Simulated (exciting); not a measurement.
Input of an exciting (release sodium) run:

Contents of input.xml:

```xml
<input>
  <title>Bi</title>
  <structure speciespath="./" tshift="false">
    <crystal scale="1">
      <basevect>-3.744361040074 3.744361040074 3.744361040074</basevect>
      <basevect>3.744361040074 -3.744361040074 3.744361040074</basevect>
      <basevect>3.744361040074 3.744361040074 -3.744361040074</basevect>
    </crystal>
    <species speciesfile="Bi.xml" rmt="2.3">
      <atom coord="0.000000000000 0.000000000000 0.000000000000"/>
    </species>
  </structure>
  <groundstate do="fromscratch" ngridk="9 9 9" rgkmax="9" gmaxvr="14" lmaxapw="10" lmaxmat="10" lmaxvr="8" xctype="GGA_PBE_R" stype="Fermi Dirac" swidth="0.00183747" nempty="8" ValenceRelativity="iora*" epsengy="1e-05" epspot="1e-05" maxscl="60" outputlevel="normal"/>
  <properties>
    <bandstructure>
      <plot1d>
        <path steps="80">
          <point coord="0 0 0" label="G"/>
          <point coord="0.5 -0.5 0.5" label="H"/>
          <point coord="0 0 0.5" label="N"/>
          <point coord="0 0 0" label="G"/>
          <point coord="0.25 0.25 0.25" label="P"/>
          <point coord="0.5 -0.5 0.5" label="H" breakafter="true"/>
          <point coord="0.25 0.25 0.25" label="P"/>
          <point coord="0 0 0.5" label="N"/>
        </path>
      </plot1d>
    </bandstructure>
    <dos nwdos="300" winddos="-0.6 0.5" inttype="tetra" ngrdos="100" nsmdos="0" lmirep="true"/>
    <chargedensityplot>
      <plot3d>
        <box grid="18 18 18">
          <origin coord="0 0 0"/>
          <point coord="1 0 0"/>
          <point coord="0 1 0"/>
          <point coord="0 0 1"/>
        </box>
      </plot3d>
    </chargedensityplot>
    <elfplot>
      <plot3d>
        <box grid="18 18 18">
          <origin coord="0 0 0"/>
          <point coord="1 0 0"/>
          <point coord="0 1 0"/>
          <point coord="0 0 1"/>
        </box>
      </plot3d>
    </elfplot>
    <exccplot>
      <plot3d>
        <box grid="18 18 18">
          <origin coord="0 0 0"/>
          <point coord="1 0 0"/>
          <point coord="0 1 0"/>
          <point coord="0 0 1"/>
        </box>
      </plot3d>
    </exccplot>
  </properties>
</input>
```

Potentials or basis: all-electron LAPW+lo, shipped species files, valence relativity iora*.

Command:

```sh
$ OMP_NUM_THREADS=1 exciting_smp
```

Task: What does it give for the band gap on the k mesh?

Result: None (metal or under the smearing width).

Levels at the corners of the path, in eV from the Fermi level:
```tsv
point	band 3	band 4	band 5	band 6	band 7	band 8	band 9	band 10	band 11	band 12
Γ	-23.05	-22.92	-22.92	-13.55	5.10	5.10	5.10	9.14	10.43	10.43
H	-22.86	-22.86	-22.86	-8.38	-1.83	-1.83	-1.83	3.51	3.51	15.24
N	-22.93	-22.93	-22.84	-10.49	-5.10	1.55	3.44	5.95	7.54	12.35
Γ	-23.05	-22.92	-22.92	-13.55	5.10	5.10	5.10	9.14	10.43	10.43
P	-22.98	-22.93	-22.93	-9.96	-2.36	-2.36	-2.36	14.95	14.95	14.95
H	-22.86	-22.86	-22.86	-8.38	-1.83	-1.83	-1.83	3.51	3.51	15.24
P	-22.98	-22.93	-22.93	-9.96	-2.36	-2.36	-2.36	14.95	14.95	14.95
N	-22.93	-22.93	-22.84	-10.49	-5.10	1.55	3.44	5.95	7.54	12.35
```

Caveat: the log's total energy holds no entropy term; the free energy is that total less TS from the occupations; the tetrahedron DOS on this energy grid can lose part of the weight of narrow d or f bands; spin-orbit coupling is left out, which moves the levels of the heavy elements.
